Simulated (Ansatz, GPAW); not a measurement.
# Ballistic transport through pyrimidine-2,5-dithiol between two Al chains, from relaxation to T(E), part 3 of 4

Wanted: T(E) of pyrimidine-2,5-dithiol between two Al chains at a relaxed geometry in two programs, beside the unrelaxed structure.

GPAW 26.7.0 and Ansatz 0.2.0; Ansatz plane waves; relaxation of the junction with the lead ends held; PAW set soft_1 (the session's first sound run).

So far, open channels of the lead at the Fermi level (one spin): step 3 (plane-wave reference (PBE)) 2.

**4. GPAW, dzp**

Localised orbitals split the wire into layers that couple to their neighbours alone, which is what the Green's function method needs; double zeta with polarisation is the usual level for numbers.

This step: GPAW LCAO, PAW setups; Landauer transmission from Green's functions with principal layers (ASE), zero bias (GPAW 26.7.0).

Contents of run.py:

```python
import json
import numpy as np
from ase import Atoms
from ase.transport.calculators import TransportCalculator
from gpaw import GPAW, FermiDirac
from gpaw.lcao.tools import get_lcao_hamiltonian
from scipy.linalg import eigh

# The junction with lead layers at both ends, along the third cell vector
device = Atoms(
    ['Al', 'Al', 'Al', 'Al', 'Al', 'Al', 'Al', 'S', 'C', 'N', 'N', 'C', 'C', 'H', 'H', 'C', 'S', 'Al', 'Al', 'Al', 'Al', 'Al', 'Al', 'Al'],
    positions=[
        [7.20726, 4.50000, 1.20000],
        [7.20726, 4.50000, 3.60000],
        [7.20726, 4.50000, 6.00000],
        [7.20726, 4.50000, 8.40000],
        [7.20726, 4.50000, 10.80000],
        [7.47133, 3.36129, 13.15293],
        [6.69201, 4.57810, 15.40612],
        [4.50619, 4.30323, 16.10948],
        [5.36073, 4.45205, 17.62557],
        [6.73024, 4.46146, 17.47130],
        [4.74799, 4.58293, 18.80116],
        [7.49876, 4.56993, 18.58009],
        [5.51721, 4.71061, 19.88472],
        [8.58039, 4.56754, 18.43394],
        [4.99158, 4.84654, 20.83568],
        [6.93121, 4.69218, 19.85849],
        [7.95567, 4.92210, 21.29152],
        [6.73824, 4.24005, 23.16976],
        [7.91370, 4.76436, 25.63667],
        [7.20726, 4.50000, 28.19193],
        [7.20726, 4.50000, 30.59193],
        [7.20726, 4.50000, 32.99193],
        [7.20726, 4.50000, 35.39193],
        [7.20726, 4.50000, 37.79193]],
    cell=[[14.41452, 0.0, 0.0], [0.0, 9.0, 0.0], [0.0, 0.0, 38.99193]],
    pbc=True)

# One principal layer of the lead: the first 4 atoms of the device
lead = Atoms(
    ['Al', 'Al', 'Al', 'Al'],
    positions=[
        [7.20726, 4.50000, 1.20000],
        [7.20726, 4.50000, 3.60000],
        [7.20726, 4.50000, 6.00000],
        [7.20726, 4.50000, 8.40000]],
    cell=[[14.41452, 0.0, 0.0], [0.0, 9.0, 0.0], [0.0, 0.0, 9.6]],
    pbc=True)

settings = dict(mode='lcao', basis='dzp', xc='PBE', h=0.18,
                occupations=FermiDirac(0.1), maxiter=250,
                mixer=dict(beta=0.1, nmaxold=8, weight=100.0),
                convergence=dict(density=0.0001))
energies = np.arange(-2, 2 + 1e-9, 0.025)
eta = 0.0001
n1, n2 = 1, 1
# k and -k transmit alike, so half of the mesh across the current serves
mesh = [(i, j) for i in range(n1) for j in range(n2) if (i, j) <= (-i % n1, -j % n2)]
weights = np.array([1 if (i, j) == (-i % n1, -j % n2) else 2 for i, j in mesh]) / (n1 * n2)

# [... helper functions left out ...]
fermi_lead = ground_state(lead, (1, 1, 12), 'lead.txt')
fermi_device = ground_state(device, (1, 1, 2), 'device.txt')
# [... loop over the mesh left out, but for ...]
        # Shift the lead onto the potential of the device's first layer
        shift = ((H[:, 0, 0] - H0[:, 0, 0]) / S0[0, 0]).real.mean()
# [...]
kT = 8.617333e-5 * 300
bias = [0.1, 0.2, 0.5, 1.0, 1.5, 2.0]
# [... integrals and printing left out ...]
```

Started as:

```sh
> OMP_NUM_THREADS=1 OPENBLAS_NUM_THREADS=1 python run.py
```

Numbers of over 12 decimals in the logs are rounded to 6 here.

Log:

```text
basis functions: device 296, principal layer 52
Fermi level: lead -3.5220 eV, device -3.2637 eV; lead shifted by 0.0125 eV
largest coupling past the next layer 1.11e-15 eV, largest misfit of the first layer 0.042 eV
  E-E_F (eV)   T (one spin)  channels
    -2.000    3.3363e-02    1.0000
    -1.975    3.7180e-02    1.0000
    -1.950    4.1025e-02    1.0000
    -1.925    4.4817e-02    1.0000
    -1.900    4.8487e-02    1.0000
    -1.875    5.1993e-02    1.0000
    -1.850    5.5343e-02    1.0000
    -1.825    5.8618e-02    1.0000
    -1.800    6.2024e-02    1.0000
    -1.775    6.5965e-02    1.0000
    -1.750    7.1045e-02    1.0000
    -1.725    7.5287e-02    1.0000
    -1.700    3.5902e-02    1.0000
    -1.675    1.8851e-03    1.0000
    -1.650    1.5559e-02    1.0000
    -1.625    2.2368e-02    1.0000
[...]
1.825    1.0452e+00    3.0000
     1.850    1.0309e+00    3.0000
     1.875    1.0160e+00    3.0000
     1.900    1.0016e+00    3.0000
     1.925    9.8808e-01    3.0000
     1.950    9.7564e-01    3.0000
     1.975    9.6403e-01    3.0000
     2.000    9.5288e-01    3.0000
conductance at 300 K: 0.029062 G0 a cell; thermopower -36.36 uV/K
current from the zero-bias T(E) at 0.1 V: 0.22694 uA
current from the zero-bias T(E) at 0.2 V: 0.46507 uA
current from the zero-bias T(E) at 0.5 V: 1.4197 uA
current from the zero-bias T(E) at 1.0 V: 6.9271 uA
current from the zero-bias T(E) at 1.5 V: 18.948 uA
current from the zero-bias T(E) at 2.0 V: 24.906 uA
```

Elapsed: 2.8 min, on 1 thread of Arm Neoverse V1, shared host; peak memory 2.5 GiB.

This step gave:

```
conductance                                    : 0.02906 G₀
thermopower                                    : -36.36 μV/K
largest coupling past the next principal layer : 1.11e-15 eV
largest misfit of the first principal layer    : 0.04165 eV
shift that aligns the lead                     : 0.01251 eV
basis functions of the junction                : 296
basis functions of a principal layer           : 52
transmission at the Fermi level (one spin)     : 0.02850
```

One spin. The transmission, zone mean by energy, zero at the Fermi level:

energy (eV), transmission, zone mean and a bar:
```
   -2.000       0.03 #
   -1.800       0.06 ##
   -1.600       0.02 #
   -1.400       0.01 
   -1.200       0.00 
   -1.000       0.00 
   -0.800       0.00 
   -0.600       0.00 
   -0.400       0.00 
   -0.200       0.01 
    0.000       0.03 #
    0.200       0.07 ##
    0.400       0.29 ########
    0.575       0.74 #####################
    0.600       0.74 #####################
    0.800       0.37 ##########
    1.000       0.22 ######
    1.200       0.15 ####
    1.400       0.19 #####
    1.600       0.66 ###################
    1.775       1.06 ##############################
    1.800       1.06 ##############################
    2.000       0.95 ###########################
```

Crossings of the lead's bands, unfolded to its shortest repeat. Table of open channels, zone mean by energy, zero at the Fermi level:

energy (eV), open channels, zone mean and a bar:
```
   -2.000       1.00 ##########
   -1.800       1.00 ##########
   -1.600       1.00 ##########
   -1.400       1.00 ##########
   -1.200       0.00 
   -1.000       0.00 
   -0.800       0.00 
   -0.600       0.00 
   -0.400       0.00 
   -0.200       2.00 ####################
    0.000       2.00 ####################
    0.200       2.00 ####################
    0.400       2.00 ####################
    0.600       2.00 ####################
    0.800       2.00 ####################
    1.000       3.00 ##############################
    1.200       3.00 ##############################
    1.400       3.00 ##############################
    1.600       3.00 ##############################
    1.800       3.00 ##############################
    2.000       3.00 ##############################
```

Not self-consistent under bias; the bias window is split evenly. The current through one cell, from the zero-bias transmission by bias:

```tsv
bias (V)	current through one cell, from the zero-bias transmission (μA)
0.100	0.227
0.200	0.465
0.500	1.42
1.000	6.93
1.500	18.9
2.000	24.9
```

Table of transmission of the three most open eigenchannels by energy, zero at the Fermi level:

```tsv
energy (eV)	channel 1	channel 2	channel 3
-2.000	0.0334	0	0
-1.800	0.0620	0	0
-1.600	0.0247	0	0
-1.400	0.00782	0	0
-1.200	6.7e-11	0	0
-1.000	4.5e-12	0	0
-0.800	6.0e-12	0	0
-0.600	4.2e-10	0	0
-0.400	1.0e-9	0	0
-0.200	0.00899	6.0e-7	0
0.000	0.0285	2.3e-7	1.3e-12
0.200	0.0747	7.6e-6	0
0.400	0.285	3.8e-5	0
0.600	0.740	1.1e-4	0
0.800	0.371	2.0e-4	5.2e-12
1.000	0.215	8.3e-4	2.0e-4
1.200	0.144	0.00463	1.6e-4
1.400	0.174	0.0168	8.3e-6
1.600	0.593	0.0643	3.0e-5
1.800	0.948	0.108	6.2e-5
2.000	0.850	0.102	7.2e-5
```

At the Fermi level T is 0.0285 against 0.0264 in plane waves. Couplings past the next layer reach 1.1e-15 eV, small enough to drop; the matrix elements of the cell's first layer differ from the bulk lead's by up to 0.042 eV. That layer keeps its own values in the calculation, and only beyond it is the lead taken as perfect. The Fermi levels of lead and junction count from different zeros of potential, one for each periodic cell; with both set to zero, the small remaining shift is what aligns them. By hand: G = 0.02906 × 77.48 μS = 2.25 μS, a resistance of 444 kΩ; at 0.1 V a linear junction would pass 0.225 μA, and the integral over the bias window gives 0.227 μA. Mott's formula, S = -(π²/3)(k_B²T/e) d ln T/dE, has the prefactor 7.33 μV/K·eV at 300 K; T = 0.02516 at -0.025 eV and 0.03213 at 0.025 eV give a slope of 4.89 per eV and S = -35.8 μV/K, beside -36.4 μV/K from the thermal integral, which interpolates the same grid.

**5. GPAW, szp: basis = "szp(dzp)"**

The second zeta is dropped, the polarisation orbitals stay.

Edit run.py of step 4 so:

```diff
@@ -50,3 +50,3 @@
 
-settings = dict(mode='lcao', basis='dzp', xc='PBE', h=0.18,
+settings = dict(mode='lcao', basis='szp(dzp)', xc='PBE', h=0.18,
                 occupations=FermiDirac(0.1), maxiter=250,
```

Log:

```text
basis functions: device 206, principal layer 36
Fermi level: lead -4.0210 eV, device -3.7368 eV; lead shifted by 0.0217 eV
largest coupling past the next layer 1.22e-15 eV, largest misfit of the first layer 0.048 eV
  E-E_F (eV)   T (one spin)  channels
    -2.000    1.8498e-02    1.0000
    -1.975    2.1811e-02    1.0000
    -1.950    2.5303e-02    1.0000
[...]
1.975    6.4666e-01    3.0000
     2.000    6.4538e-01    3.0000
conductance at 300 K: 0.058165 G0 a cell; thermopower -52.34 uV/K
current from the zero-bias T(E) at 0.1 V: 0.45958 uA
current from the zero-bias T(E) at 0.2 V: 0.9771 uA
current from the zero-bias T(E) at 0.5 V: 3.9444 uA
current from the zero-bias T(E) at 1.0 V: 13.383 uA
current from the zero-bias T(E) at 1.5 V: 15.967 uA
current from the zero-bias T(E) at 2.0 V: 17.753 uA
```

Run time: 2.6 min. Hardware: 1 thread; peak memory 2.5 GiB.

This step gave:

```yaml
conductance: 0.05816 G₀
thermopower: -52.34 μV/K
largest_coupling_past_the_next_principal_layer: 1.22e-15 eV
largest_misfit_of_the_first_principal_layer: 0.04822 eV
shift_that_aligns_the_lead: 0.02173 eV
basis_functions_of_the_junction: 206
basis_functions_of_a_principal_layer: 36
transmission_at_the_fermi_level_one_spin: 0.05536
```

One spin. Table of transmission, zone mean by energy, zero at the Fermi level:

```tsv
energy (eV)	transmission, zone mean
-2.000	0.0185
-1.900	0.0325
-1.800	0.0470
-1.700	0.0862
-1.600	0.0116
-1.500	0.00912
-1.400	0.00181
-1.300	1.1e-10
-1.200	1.2e-11
-1.100	3.9e-12
-1.000	2.4e-12
-0.900	2.5e-12
-0.800	5.0e-12
-0.700	3.8e-11
-0.600	5.1e-10
-0.500	1.3e-9
-0.400	4.8e-11
-0.300	0.00612
-0.200	0.0123
-0.100	0.0269
0.000	0.0554
0.100	0.109
0.200	0.250
0.300	0.634
0.325	0.708
0.400	0.527
0.500	0.229
0.600	0.126
0.700	0.0873
0.800	0.0890
0.900	0.0930
1.000	0.101
1.100	0.130
1.200	0.213
1.300	0.430
1.400	0.843
1.500	1.04
1.600	0.888
1.700	0.742
1.800	0.674
1.900	0.651
2.000	0.645
```

The conductance, 0.0582 G₀, lies 100 % above that of the dzp run.

**6. GPAW, sz: basis = "sz(dzp)"**

The minimal basis is the cheapest rung: no second zeta and no polarisation.

Edit run.py of step 5 so:

```diff
@@ -50,3 +50,3 @@
 
-settings = dict(mode='lcao', basis='szp(dzp)', xc='PBE', h=0.18,
+settings = dict(mode='lcao', basis='sz(dzp)', xc='PBE', h=0.18,
                 occupations=FermiDirac(0.1), maxiter=250,
```

Log:

```text
basis functions: device 90, principal layer 16
Fermi level: lead -4.2896 eV, device -3.9891 eV; lead shifted by 0.0296 eV
largest coupling past the next layer 8.91e-16 eV, largest misfit of the first layer 0.060 eV
  E-E_F (eV)   T (one spin)  channels
    -2.000    1.9282e-02    1.0000
    -1.975    2.5933e-02    1.0000
    -1.950    3.3463e-02    1.0000
[...]
1.975    5.4495e-01    3.0000
     2.000    5.4756e-01    3.0000
conductance at 300 K: 0.085384 G0 a cell; thermopower -55.46 uV/K
current from the zero-bias T(E) at 0.1 V: 0.67713 uA
current from the zero-bias T(E) at 0.2 V: 1.454 uA
current from the zero-bias T(E) at 0.5 V: 5.7474 uA
current from the zero-bias T(E) at 1.0 V: 13.474 uA
current from the zero-bias T(E) at 1.5 V: 15.329 uA
current from the zero-bias T(E) at 2.0 V: 16.746 uA
```

Elapsed: 1.7 min, on 1 thread; peak memory 2.3 GiB.

Numbers from this step:

```yaml
conductance: 0.08538 G₀
thermopower: -55.46 μV/K
largest_coupling_past_the_next_principal_layer: 8.91e-16 eV
largest_misfit_of_the_first_principal_layer: 0.05957 eV
shift_that_aligns_the_lead: 0.02964 eV
basis_functions_of_the_junction: 90
basis_functions_of_a_principal_layer: 16
transmission_at_the_fermi_level_one_spin: 0.08041
```

The conductance, 0.0854 G₀, lies 194 % above that of the dzp run.

**7. LDA in the dzp basis: xc = "LDA"**

Back in the dzp basis, the functional changes from PBE to LDA, to set the spread between functionals beside that between bases.

Edit run.py of step 6 so:

```diff
@@ -50,3 +50,3 @@
 
-settings = dict(mode='lcao', basis='sz(dzp)', xc='PBE', h=0.18,
+settings = dict(mode='lcao', basis='dzp', xc='LDA', h=0.18,
                 occupations=FermiDirac(0.1), maxiter=250,
```

Log:

```text
basis functions: device 296, principal layer 52
Fermi level: lead -3.6520 eV, device -3.4079 eV; lead shifted by 0.0157 eV
largest coupling past the next layer 1.49e-15 eV, largest misfit of the first layer 0.041 eV
  E-E_F (eV)   T (one spin)  channels
    -2.000    2.9488e-02    1.0000
    -1.975    3.3424e-02    1.0000
    -1.950    3.7485e-02    1.0000
[...]
1.975    9.1169e-01    3.0000
     2.000    9.0295e-01    3.0000
conductance at 300 K: 0.036467 G0 a cell; thermopower -38.59 uV/K
current from the zero-bias T(E) at 0.1 V: 0.2851 uA
current from the zero-bias T(E) at 0.2 V: 0.58637 uA
current from the zero-bias T(E) at 0.5 V: 1.8481 uA
current from the zero-bias T(E) at 1.0 V: 9.4904 uA
current from the zero-bias T(E) at 1.5 V: 20.564 uA
current from the zero-bias T(E) at 2.0 V: 25.561 uA
```

The job ended after 2.6 min (1 thread; peak memory 2.5 GiB).

This step gave:

| Quantity | Value |
| --- | --- |
| conductance | 0.03647 G₀ |
| thermopower | -38.59 μV/K |
| largest coupling past the next principal layer | 1.49e-15 eV |
| largest misfit of the first principal layer | 0.04130 eV |
| shift that aligns the lead | 0.01571 eV |
| basis functions of the junction | 296 |
| basis functions of a principal layer | 52 |
| transmission at the Fermi level (one spin) | 0.03566 |

One spin. Table of transmission, zone mean by energy, zero at the Fermi level:

```tsv
energy (eV)	transmission, zone mean
-2.000	0.0295
-1.900	0.0456
-1.800	0.0607
-1.700	0.0755
-1.600	0.0228
-1.500	0.0205
-1.400	0.00933
-1.300	0.00127
-1.200	9.9e-11
-1.100	1.4e-11
-1.000	5.8e-12
-0.900	4.7e-12
-0.800	7.6e-12
-0.700	4.6e-11
-0.600	6.1e-10
-0.500	3.0e-7
-0.400	9.3e-10
-0.300	0.00537
-0.200	0.0105
-0.100	0.0203
0.000	0.0357
0.100	0.0586
0.200	0.0999
0.300	0.194
0.400	0.426
0.500	0.750
0.525	0.773
0.600	0.655
0.700	0.423
0.800	0.289
0.900	0.240
1.000	0.197
1.100	0.166
1.200	0.153
1.300	0.172
1.400	0.258
1.500	0.495
1.600	0.892
1.700	1.07
1.800	1.01
1.900	0.943
2.000	0.903
```

The conductance, 0.0365 G₀, lies 25 % above that of the dzp run.

**8. Without the relaxation: geometry = "as built"**

The dzp basis with PBE on the structure as first built shows what the relaxation was worth.

Edit run.py of step 7 so:

```diff
@@ -17,16 +17,16 @@
         [7.20726, 4.50000, 10.80000],
-        [7.47133, 3.36129, 13.15293],
-        [6.69201, 4.57810, 15.40612],
-        [4.50619, 4.30323, 16.10948],
-        [5.36073, 4.45205, 17.62557],
-        [6.73024, 4.46146, 17.47130],
-        [4.74799, 4.58293, 18.80116],
-        [7.49876, 4.56993, 18.58009],
-        [5.51721, 4.71061, 19.88472],
-        [8.58039, 4.56754, 18.43394],
-        [4.99158, 4.84654, 20.83568],
-        [6.93121, 4.69218, 19.85849],
-        [7.95567, 4.92210, 21.29152],
-        [6.73824, 4.24005, 23.16976],
-        [7.91370, 4.76436, 25.63667],
+        [7.20726, 4.50000, 13.20000],
+        [7.20726, 4.50000, 15.60000],
+        [5.14506, 4.62142, 16.35670],
+        [5.23537, 4.89017, 18.09895],
+        [6.46314, 4.96407, 18.64012],
+        [4.08503, 5.00457, 18.78045],
+        [6.51175, 5.16990, 19.97533],
+        [4.19808, 5.20836, 20.11171],
+        [7.51756, 5.23497, 20.38197],
+        [3.25000, 5.30116, 20.63569],
+        [5.40001, 5.29494, 20.78313],
+        [5.49250, 5.57011, 22.52332],
+        [7.20726, 4.50000, 23.39193],
+        [7.20726, 4.50000, 25.79193],
         [7.20726, 4.50000, 28.19193],
@@ -50,3 +50,3 @@
 
-settings = dict(mode='lcao', basis='dzp', xc='LDA', h=0.18,
+settings = dict(mode='lcao', basis='dzp', xc='PBE', h=0.18,
                 occupations=FermiDirac(0.1), maxiter=250,
```

Log:

```text
basis functions: device 296, principal layer 52
Fermi level: lead -3.5220 eV, device -3.4220 eV; lead shifted by 0.0044 eV
largest coupling past the next layer 1.11e-15 eV, largest misfit of the first layer 0.018 eV
  E-E_F (eV)   T (one spin)  channels
    -2.000    3.7042e-02    1.0000
    -1.975    4.6443e-02    1.0000
    -1.950    6.0834e-02    1.0000
[...]
1.975    2.7862e-01    3.0000
     2.000    2.8178e-01    3.0000
conductance at 300 K: 0.21175 G0 a cell; thermopower 35.59 uV/K
current from the zero-bias T(E) at 0.1 V: 1.6381 uA
current from the zero-bias T(E) at 0.2 V: 3.2441 uA
current from the zero-bias T(E) at 0.5 V: 6.7301 uA
current from the zero-bias T(E) at 1.0 V: 7.896 uA
current from the zero-bias T(E) at 1.5 V: 8.4871 uA
current from the zero-bias T(E) at 2.0 V: 9.1932 uA
```

The job ended after 3.1 min (1 thread; peak memory 2.5 GiB).

This step gave:

```yaml
conductance: 0.2118 G₀
thermopower: 35.59 μV/K
largest_coupling_past_the_next_principal_layer: 1.11e-15 eV
largest_misfit_of_the_first_principal_layer: 0.01751 eV
shift_that_aligns_the_lead: 0.004426 eV
transmission_at_the_fermi_level_one_spin: 0.2119
```

One spin. Transmission, zone mean against energy, zero at the Fermi level:

```tsv
energy (eV)	transmission, zone mean
-2.000	0.0370
-1.900	0.126
-1.825	0.398
-1.800	0.258
-1.700	0.0341
-1.600	8.1e-4
-1.500	7.1e-5
-1.400	2.8e-6
-1.300	5.5e-7
-1.200	0
-1.100	0
-1.000	0
-0.900	0
-0.800	0
-0.700	0
-0.600	0
-0.500	0
-0.400	4.0e-9
-0.300	0.0358
-0.200	0.207
-0.125	0.312
-0.100	0.312
0.000	0.212
0.100	0.110
0.200	0.0597
0.300	0.0393
0.400	0.0317
0.500	0.0296
0.600	0.0298
0.700	0.0313
0.800	0.0335
0.900	0.0364
1.000	0.0424
1.100	0.0467
1.200	0.0509
1.300	0.0554
1.400	0.0608
1.500	0.0706
1.600	0.119
1.700	0.859
1.725	0.982
1.800	0.437
1.900	0.290
2.000	0.282
```

The conductance, 0.212 G₀, lies a factor of 7.3 above that of the dzp run.

**9. The ladder**

Times are wall times on the hardware named with each run. Results by setting:

```tsv
no.	run	conductance (G₀)	time	memory (GiB)
1	pw PBE	0.02706	2.5 h	6.8
2	dzp	0.02906	2.8 min	2.5
3	szp	0.05816	2.6 min	2.5
4	sz	0.08538	1.7 min	2.3
5	dzp LDA	0.03647	2.6 min	2.5
6	asbuilt	0.2118	3.1 min	2.5
```

**10. Comparison**

The curves are compared point by point over the common energies.

This step: comparison of transmission and cost over codes, levels and geometry; PAW set soft_1 (GPAW 26.7.0).

Ladder, by row:

```tsv
step	code	T at the Fermi level (sum over the listed spins)	conductance (G0)	r.m.s. T(E) from the first	wall time (s)	peak memory (GiB)	threads
pw-pbe	Ansatz	0.02637	0.02706	0	9082	6.808	4
dzp	GPAW	0.0285	0.02906	0.1	168.8	2.51	1
szp	GPAW	0.05536	0.05816	0.2079	158.5	2.47	1
sz	GPAW	0.08041	0.08538	0.2396	102.8	2.29	1
dzp-LDA	GPAW	0.03566	0.03647	0.05406	155.7	2.51	1
asbuilt	GPAW	0.2119	0.2118	0.3083	185.5	2.52	1
```

Table of transmission, zone mean, sum over the listed spins by energy, zero at the Fermi level:

```tsv
energy (eV)	pw-pbe	dzp	szp	sz	dzp-LDA	asbuilt
-2.0000	0.0333	0.0334	0.0185	0.0193	0.0295	0.0370
-1.7500	0.0398	0.0710	0.0567	0.120	0.0696	0.0753
-1.5000	0.0172	0.0187	0.00912	4.2e-12	0.0205	7.1e-5
-1.2500	1.7e-4	4.5e-10	2.9e-11	5.1e-13	9.1e-10	7.8e-13
-1.0000	0	4.5e-12	2.4e-12	4.2e-13	5.8e-12	5.9e-14
-0.7500	0	1.2e-11	1.1e-11	7.0e-12	1.4e-11	5.2e-14
-0.5000	0	3.8e-9	1.3e-9	2.3e-10	3.0e-7	3.2e-13
-0.2500	0.00607	0.00648	0.00866	0.0134	0.00757	0.100
0.0000	0.0264	0.0285	0.0554	0.0804	0.0357	0.212
0.2500	0.106	0.0993	0.410	0.583	0.136	0.0471
0.3000	0.152	0.137	0.634	0.645	0.194	0.0393
0.3250	0.185	0.163	0.708	0.583	0.235	0.0366
0.5000	0.711	0.582	0.229	0.148	0.750	0.0296
0.5500	0.785	0.714	0.164	0.110	0.758	0.0295
0.5750	0.762	0.743	0.143	0.0973	0.715	0.0296
0.7500	0.366	0.452	0.0793	0.0746	0.345	0.0323
1.0000	0.181	0.216	0.101	0.0787	0.197	0.0424
1.2500	0.157	0.144	0.297	0.334	0.157	0.0531
1.4500	0.505	0.244	1.01	1.01	0.350	0.0645
1.5000	0.721	0.332	1.04	0.973	0.495	0.0706
1.6250	1.05	0.759	0.844	0.730	0.972	0.164
1.7500	0.961	1.06	0.700	0.589	1.05	0.756
2.0000	0.821	0.953	0.645	0.548	0.903	0.282
```

(Part 3 of 4 ends here.)

[Logs are printed without paths, hosts, clocks, repeated set-up lines and the standing remarks that a program may print on its own settings, such as how far it seeks lower states.]

[Hosts, paths, dates, database ids (printed as entryN), source tags and the programs' standing remarks are cut or masked in the printed files.]
